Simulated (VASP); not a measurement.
# PtSe2 in VASP: settings compared

One slab, PtSe2, is run at these levels: PBE, PBEsol; tasks: relaxation of cell and atoms.

All numbers are computed with VASP 6.6.1; they aren't measurements. Logs are shortened: lines on timing, memory, paths and dates and some standing lists are left out, and cuts for length are marked.

**1. The structure**

The cell holds a slab with vacuum, 3 atoms: a = 3.724 Å, b = 3.724 Å, c = 20.531 Å, α = 90.00°, β = 90.00°, γ = 120.00°.

**2. Relaxation of cell and atoms, PBE**

Input file INCAR:

```
SYSTEM = PtSe2
  PREC = Accurate
  ENCUT = 600
  EDIFF = 1E-6
  ISMEAR = 0
  SIGMA = 0.03
  LREAL = .FALSE.
  LASPH = .TRUE.
  NELM = 80
  ALGO = Normal
  ISIF = 3
  LWAVE = .FALSE.
  LCHARG = .FALSE.
  GGA = PE
  IBRION = 2
  NSW = 90
  EDIFFG = -0.01
  LATTICE_CONSTRAINTS = .TRUE. .TRUE. .FALSE.
  KPAR = 2
```

Input file KPOINTS:

```
regular mesh
0
G
  9 9 1
  0 0 0
```

Input file POSCAR:

```
PtSe2
1.0
    3.7240000000      0.0000000000      0.0000000000
   -1.8620000000      3.2250786000      0.0000000000
    0.0000000000      0.0000000000     20.5310000000
Se Pt
2 1
Direct
    0.6666666700      0.3333333300      0.4383615000
    0.3333333300      0.6666666700      0.5616385000
    0.0000000000      0.0000000000      0.5000000000
```

Potentials or basis: VASP PAW PBE potentials, release 64 (Se, Pt).

Run with:

```bash
$ cat potpaw_PBE.64/Se/POTCAR potpaw_PBE.64/Pt/POTCAR > POTCAR
$ mpirun -np 2 vasp_std > vasp.out
```

OUTCAR:

```text
SYSTEM = PtSe2
   PREC = Accurate
   ENCUT = 600
   EDIFF = 1E-6
   ISMEAR = 0
   LREAL = .FALSE.
   LASPH = .TRUE.
   NELM = 80
   ISIF = 3
   GGA = PE
   IBRION = 2
   NSW = 90
   EDIFFG = -0.01

 ion  position               nearest neighbor table
   1  0.667  0.333  0.438-   3 2.49   3 2.49   3 2.49
   2  0.333  0.667  0.562-   3 2.49   3 2.49   3 2.49
   3  0.000  0.000  0.500-   1 2.49   2 2.49   2 2.49   1 2.49   1 2.49   2 2.49

  LATTYP: Found a hexagonal cell.
 ALAT       =     3.7240000000
 C/A-ratio  =     5.5131578947

  Lattice vectors:

 A1 = (   3.7240000000,   0.0000000000,   0.0000000000)
 A2 = (  -1.8620000000,   3.2250786000,   0.0000000000)
 A3 = (   0.0000000000,   0.0000000000,  20.5310000000)

Analysis of symmetry for initial positions (statically):
=====================================================================
 Subroutine PRICEL returns:
 Original cell was already a primitive cell.

 Routine SETGRP: Setting up the symmetry group for a
 hexagonal supercell.

 Subroutine GETGRP returns: Found 12 space group operations
 (whereof 12 operations were pure point group operations)
 out of a pool of 24 trial point group operations.

The static configuration has the point symmetry D_3d.

Analysis of symmetry for dynamics (positions and initial velocities):
=====================================================================
 Subroutine PRICEL returns:
 Original cell was already a primitive cell.

 Routine SETGRP: Setting up the symmetry group for a
 hexagonal supercell.

 Subroutine GETGRP returns: Found 12 space group operations
 (whereof 12 operations were pure point group operations)
 out of a pool of 24 trial point group operations.

The dynamic configuration has the point symmetry D_3d.

 Subroutine INISYM returns: Found 12 space group operations
 (whereof 12 operations are pure point group operations),
 and found     1 'primitive' translations

----------------------------------------------------------------------------------------

                                     Primitive cell

  volume of cell :     246.5813

  direct lattice vectors                    reciprocal lattice vectors
     3.724000000  0.000000000  0.000000000     0.268528464  0.155034981  0.000000000
    -1.862000000  3.225078600  0.000000000     0.000000000  0.310069962  0.000000000
     0.000000000  0.000000000 20.531000000     0.000000000  0.000000000  0.048706834

  length of vectors
     3.724000000  3.723999997 20.531000000     0.310069962  0.310069962  0.048706834

  position of ions in fractional coordinates (direct lattice)
     0.666666670  0.333333330  0.438361500
     0.333333330  0.666666670  0.561638500
     0.000000000  0.000000000  0.500000000

  ion indices of the primitive-cell ions
   primitive index   ion index
                 1           1
                 2           2
                 3           3

----------------------------------------------------------------------------------------

 KPOINTS: regular mesh

Automatic generation of k-mesh.
 Grid dimensions read from file:
 generate k-points for:    9    9    1

 Generating k-lattice:

  Cartesian coordinates                     Fractional coordinates (reciprocal lattice)
     0.029836496  0.017226109  0.000000000     0.111111111 -0.000000000  0.000000000
     0.000000000  0.034452218  0.000000000     0.000000000  0.111111111  0.000000000
     0.000000000  0.000000000  0.048706834     0.000000000  0.000000000  1.000000000

  Length of vectors
     0.034452218  0.034452218  0.048706834

  Shift w.r.t. Gamma in fractional coordinates (k-lattice)
     0.000000000  0.000000000  0.000000000

 Subroutine IBZKPT returns following result:
 ===========================================

 Found     12 irreducible k-points:

 Following reciprocal coordinates:
            Coordinates               Weight
  0.000000  0.000000  0.000000      1.000000
  0.111111 -0.000000  0.000000      6.000000
  0.222222  0.000000  0.000000      6.000000
  0.333333 -0.000000  0.000000      6.000000
  0.444444  0.000000  0.000000      6.000000
  0.111111  0.111111  0.000000      6.000000
  0.222222  0.111111  0.000000     12.000000
  0.333333  0.111111  0.000000     12.000000
  0.444444  0.111111  0.000000      6.000000
  0.222222  0.222222  0.000000      6.000000
  0.333333  0.222222  0.000000     12.000000
  0.333333  0.333333  0.000000      2.000000
   k-points           NKPTS =     12   k-points in BZ     NKDIM =     12   number of bands    NBANDS=     15
   number of dos      NEDOS =    301   number of ions     NIONS =      3
   total plane-waves  NPLWV = 151200
   dimension x,y,z NGX =    30 NGY =   30 NGZ =  168
   dimension x,y,z NGXF=    60 NGYF=   60 NGZF=  336
   ions per type =               2   1
   NGX,Y,Z   is equivalent  to a cutoff of  13.39, 13.39, 13.60 a.u.
   NGXF,Y,Z  is equivalent  to a cutoff of  26.79, 26.79, 27.21 a.u.
 SYSTEM =  PtSe2
   PREC   = accura    normal or accurate (medium, high low for compatibility)
   ISTART =      0    job   : 0-new  1-cont  2-samecut
   ICHARG =      2    charge: 1-file 2-atom 10-const
   ISPIN  =      1    spin polarized calculation?
   LNONCOLLINEAR =      F non collinear calculations
   LSORBIT =      F    spin-orbit coupling
   LASPH  =      T    aspherical Exc in radial PAW
   ENCUT  =  600.0 eV  44.10 Ry    6.64 a.u.   7.44  7.44 41.01*2*pi/ulx,y,z
   NELM   =     80;   NELMIN=  2; NELMDL= -5     # of ELM steps
   EDIFF  = 0.1E-05   stopping-criterion for ELM
   LREAL  =      F    real-space projection
   EDIFFG = -.1E-01   stopping-criterion for IOM
   NSW    =     90    number of steps for IOM
   IBRION =      2    ionic relax: 0-MD 1-quasi-New 2-CG
   NFREE  =      1    steps in history (QN), initial steepest desc. (CG)
   ISIF   =      3    stress and relaxation
   ISYM   =      2    0-nonsym 1-usesym 2-fastsym
   POTIM  = 0.5000    time-step for ionic-motion
   TEBEG  =    0.0;   TEEND  =   0.0 temperature during run
   PSTRESS=    0.0 pullay stress
   NELECT =      22.0000    total number of electrons
   NUPDOWN=      -1.0000    fix difference up-down
   EMIN   =  10.00;   EMAX   =-10.00  energy-range for DOS
   EFERMI =   0.00;   METHOD = LEGACY
   ISMEAR =     0;   SIGMA  =   0.03  broadening in eV -4-tet -1-fermi 0-gaus
   EFERMI_NEDOS =   21; number of points for ismear=-14 and -15
   IALGO  =     38    algorithm
   IMIX   =      4    mixing-type and parameters
     AMIX     =   0.40;   BMIX     =  1.00
     AMIX_MAG =   1.60;   BMIX_MAG =  1.00
  volume/ion in A,a.u.               =      82.19       554.67
  Fermi-wavevector in a.u.,A,eV,Ry     =   0.731525  1.382381  7.280865  0.535128
  Thomas-Fermi vector in A             =   1.823763
   LORBIT       =      0    0 simple, 1 ext, 2 COOP (PROOUT), +10 PAW based schemes
   GGA     = PE    functional components
   LHFCALC =     F    Hartree Fock is set to
   AEXX    =    0.0000 exact exchange contribution
   IVDW    =     0    specifies the selected vdW correction
   LEPSILON=     F    determine dielectric tensor
   LRPA    =     F    only Hartree local field effects (RPA)
 conjugate gradient relaxation of ions
 non-spin polarized calculation
 Gauss-broadening in eV      SIGMA  =   0.03
  energy-cutoff  :      600.00
  volume of cell :      246.58
 maximum number of plane-waves:      8273
 NGX is ok and might be reduce to    30
   NGX = 15   NGY = 15   NGZ = 83

--------------------------------------- Ionic step        1  -------------------------------------------

 number of electron      21.9999998 magnetization

 Free energy of the ion-electron system (eV)
  ---------------------------------------------------
  ext. energy  EPLUGINS =         0.00000000
  ---------------------------------------------------
  free energy    TOTEN  =       -14.25645033 eV

  energy without entropy =      -14.25645033  energy(sigma->0) =      -14.25645033

------------------------ aborting loop because EDIFF is reached ----------------------------------------

  FORCE on cell =-STRESS in cart. coord.  units (eV):
  Direction    XX          YY          ZZ          XY          YZ          ZX
  --------------------------------------------------------------------------------------
  -------------------------------------------------------------------------------------
  Total        1.8811723      1.8811722      1.6893625      0.0000000      0.0000000      0.0000000
  in kB       12.2230353     12.2230353     10.9767391      0.0000000      0.0000000      0.0000000
  external PRESSURE =      11.8076032 kB  Pullay stress =       0.0000000 kB

 VOLUME and BASIS-vectors are now :
 -----------------------------------------------------------------------------
  energy-cutoff  :      600.00
  volume of cell :      246.58
      direct lattice vectors                 reciprocal lattice vectors
     3.724000000  0.000000000  0.000000000     0.268528464  0.155034981  0.000000000
    -1.862000000  3.225078600  0.000000000     0.000000000  0.310069962  0.000000000
     0.000000000  0.000000000 20.531000000     0.000000000  0.000000000  0.048706834
[... 260 lines left out ...]
 POSITION                                       TOTAL-FORCE (eV/Angst)
 -----------------------------------------------------------------------------------
      1.87493      1.08249      8.95679        -0.000000     -0.000000      0.019833
     -0.00000      2.16498     11.57421         0.000000      0.000000     -0.019833
     -1.87493      3.24748     10.26550        -0.000000      0.000000      0.000000
 -----------------------------------------------------------------------------------
    total drift:                               -0.000000      0.000000     -0.000000

  FREE ENERGIE OF THE ION-ELECTRON SYSTEM (eV)
  ---------------------------------------------------
  free  energy   TOTEN  =       -14.2958721332 eV

  energy  without entropy=      -14.2958721332  energy(sigma->0) =      -14.29587213

--------------------------------------- Ionic step        9  -------------------------------------------

 number of electron      21.9999999 magnetization

 Free energy of the ion-electron system (eV)
  ---------------------------------------------------
  ext. energy  EPLUGINS =         0.00000000
  ---------------------------------------------------
  free energy    TOTEN  =       -14.29594062 eV

  energy without entropy =      -14.29594062  energy(sigma->0) =      -14.29594062

 E-fermi :  -2.8884     XC(G=0):  -3.2483

 val. band max:       -3.0270281577   @ k =   0.0000   0.0000   0.0000
 cond. band min:      -1.6467371563   @ k =   0.2222   0.0000   0.0000
 fundamental gap:      1.3802910014
 Fermi energy:        -2.8883533486

 k-point     1 :       0.0000    0.0000    0.0000
  band No.  band energies     occupation
      1     -16.9306      2.00000
      2     -15.1616      2.00000
      3      -8.0303      2.00000
      4      -8.0303      2.00000
      5      -7.9876      2.00000
      6      -5.7976      2.00000
      7      -5.7976      2.00000
      8      -4.2126      2.00000
      9      -3.5766      2.00000
     10      -3.0270      2.00000
     11      -3.0270      2.00000
     12      -0.0764      0.00000
     13      -0.0764      0.00000
     14       1.4963      0.00000
     15       2.2589      0.00000
[... 218 lines left out ...]
 POSITION                                       TOTAL-FORCE (eV/Angst)
 -----------------------------------------------------------------------------------
      1.87384      1.08186      8.95750        -0.000000     -0.000000     -0.001236
     -0.00000      2.16373     11.57350        -0.000000      0.000000      0.001236
      0.00000      0.00000     10.26550         0.000000      0.000000      0.000000
 -----------------------------------------------------------------------------------
    total drift:                                0.000000      0.000000     -0.000000

  FREE ENERGIE OF THE ION-ELECTRON SYSTEM (eV)
  ---------------------------------------------------
  free  energy   TOTEN  =       -14.2959406220 eV

  energy  without entropy=      -14.2959406220  energy(sigma->0) =      -14.29594062

 reached required accuracy - stopping structural energy minimisation
```

Wall time 6.2 min (2 MPI ranks of Intel Xeon Platinum 8175M at 2.50GHz (Skylake/Cascade Lake), shared host); peak memory 0.44 GiB.

Results:

```yaml
Free_energy: -14.2959 eV
Relaxed_volume: 83.24 Å³/atom
Relaxed_cell: a = 3.748 Å, b = 3.748 Å, c = 20.531 Å, α = 90.00°, β = 90.00°, γ = 120.00°
Space_group_after_relaxing_to_0.05_Å: P-3m1 (No. 164)
Energy_gained_by_relaxing: 13.2 meV/atom
Ionic_steps: 9
Band_gap_on_the_k_mesh: 1.38 eV, indirect (least direct gap 1.50 eV)
```

The path:
```
step  energy change (eV)  largest force (eV/Å)  pressure (GPa)  volume (Å³)
   1              0.0000                0.6703            1.18       246.58
   2              0.0139                0.3913           -1.19       261.73
   3             -0.0339                0.1517            0.00       253.29
   4             -0.0339                0.1612            0.03       253.16
   5             -0.0364                0.1231            0.02       252.25
   6             -0.0395                0.0086            0.02       249.52
   7             -0.0395                0.0116            0.02       249.59
   8             -0.0394                0.0198           -0.06       250.02
   9             -0.0395                0.0012            0.00       249.73
```

Final structure:
```
Se Pt
1.0
     3.74768    0.00000    0.00000
    -1.87384    3.24559    0.00000
     0.00000    0.00000   20.53100
Se Pt
2 1
Direct
  0.66667 0.33333 0.43629
  0.33333 0.66667 0.56371
  0.00000 0.00000 0.50000
```

Caveat: spin-orbit coupling is left out, which moves the levels of the heavy elements.

**3. Relaxation of cell and atoms, PBE**

This run uses another cell than the first one, of 83.24 Å³/atom, 1.013 times its volume.

INCAR, as its differences from that of step 2:

```diff
@@ -3,3 +3,3 @@
   ENCUT = 600
-  EDIFF = 1E-6
+  EDIFF = 1E-7
   ISMEAR = 0
@@ -16,3 +16,3 @@
   NSW = 90
-  EDIFFG = -0.01
+  EDIFFG = -0.005
   LATTICE_CONSTRAINTS = .TRUE. .TRUE. .FALSE.
```

KPOINTS is that of step 2.

Input file POSCAR:

```
PtSe2                                   
1.0
    3.7476830611      0.0000000000      0.0000000000
   -1.8738415305      3.2455887324      0.0000000000
    0.0000000000      0.0000000000     20.5310000000
  Se              Pt            
     2     1
Direct
     0.6666666699999979    0.3333333300000021    0.4362913184425299
     0.3333333300000021    0.6666666699999979    0.5637086815574700
     0.0000000000000000    0.0000000000000000    0.5000000000000000
```

Potentials or basis: VASP PAW PBE potentials, release 64 (Se, Pt).

Run with:

```bash
$ cat potpaw_PBE.64/Se/POTCAR potpaw_PBE.64/Pt/POTCAR > POTCAR
$ mpirun -np 2 vasp_std > vasp.out
```

OUTCAR:

```text
SYSTEM = PtSe2
   PREC = Accurate
   ENCUT = 600
   EDIFF = 1E-7
   ISMEAR = 0
   LREAL = .FALSE.
   LASPH = .TRUE.
   NELM = 80
   ISIF = 3
   GGA = PE
   IBRION = 2
   NSW = 90
   EDIFFG = -0.005

 ion  position               nearest neighbor table
   1  0.667  0.333  0.436-   3 2.53   3 2.53   3 2.53
   2  0.333  0.667  0.564-   3 2.53   3 2.53   3 2.53
   3  0.000  0.000  0.500-   1 2.53   2 2.53   2 2.53   1 2.53   1 2.53   2 2.53

  LATTYP: Found a hexagonal cell.
 ALAT       =     3.7476830611
[... 400 lines left out ...]
  Direction    XX          YY          ZZ          XY          YZ          ZX
  --------------------------------------------------------------------------------------
  -------------------------------------------------------------------------------------
  Total        0.0006832      0.0006832     -0.0008626      0.0000000      0.0000000     -0.0000000
  in kB        0.0043835      0.0043835     -0.0055341      0.0000000      0.0000000     -0.0000000
  external PRESSURE =       0.0010777 kB  Pullay stress =       0.0000000 kB

 VOLUME and BASIS-vectors are now :
 -----------------------------------------------------------------------------
  energy-cutoff  :      600.00
  volume of cell :      249.73
      direct lattice vectors                 reciprocal lattice vectors
     3.747683061  0.000000000  0.000000000     0.266831529  0.154055255  0.000000000
    -1.873841531  3.245588732  0.000000000     0.000000000  0.308110510  0.000000000
     0.000000000  0.000000000 20.531000000     0.000000000  0.000000000  0.048706834

 POSITION                                       TOTAL-FORCE (eV/Angst)
 -----------------------------------------------------------------------------------
      1.87384      1.08186      8.95750        -0.000000      0.000000     -0.001346
     -0.00000      2.16373     11.57350         0.000000     -0.000000      0.001346
      0.00000      0.00000     10.26550        -0.000000      0.000000      0.000000
 -----------------------------------------------------------------------------------
    total drift:                                0.000000     -0.000000      0.000000

  FREE ENERGIE OF THE ION-ELECTRON SYSTEM (eV)
  ---------------------------------------------------
  free  energy   TOTEN  =       -14.2960268727 eV

  energy  without entropy=      -14.2960268727  energy(sigma->0) =      -14.29602687

 reached required accuracy - stopping structural energy minimisation
```

CONTCAR:

```text
PtSe2
   1.00000000000000
     3.7476830611000000    0.0000000000000000    0.0000000000000000
    -1.8738415305000000    3.2455887323999999    0.0000000000000000
     0.0000000000000000    0.0000000000000000   20.5309999999999988
  Se              Pt
     2     1
Direct
     0.6666666699999979    0.3333333300000021    0.4362913184425281
     0.3333333300000021    0.6666666699999979    0.5637086815574719
     0.0000000000000000    0.0000000000000000    0.5000000000000000

  0.00000000E+00  0.00000000E+00  0.00000000E+00
  0.00000000E+00  0.00000000E+00  0.00000000E+00
  0.00000000E+00  0.00000000E+00  0.00000000E+00
```

It took 100 s on 2 MPI ranks of Intel Xeon Platinum 8175M at 2.50GHz (Skylake/Cascade Lake), shared host; peak memory 0.41 GiB.

What came out:

```yaml
Free_energy: -14.2960 eV
Band_gap_on_the_k_mesh: 1.38 eV, indirect (least direct gap 1.50 eV)
```

Final structure:
```yaml
crystal:
  lattice:
    - [3.74768, 0.00000, 0.00000]
    - [-1.87384, 3.24559, 0.00000]
    - [0.00000, 0.00000, 20.53100]
  atoms:
    - { symbol: Se, position: [0.66667, 0.33333, 0.43629] }
    - { symbol: Se, position: [0.33333, 0.66667, 0.56371] }
    - { symbol: Pt, position: [0.00000, 0.00000, 0.50000] }
```

Caveat: the relaxation stopped at its first step, so nothing moved; spin-orbit coupling is left out, which moves the levels of the heavy elements.

(Part 1 of 2 ends here.)
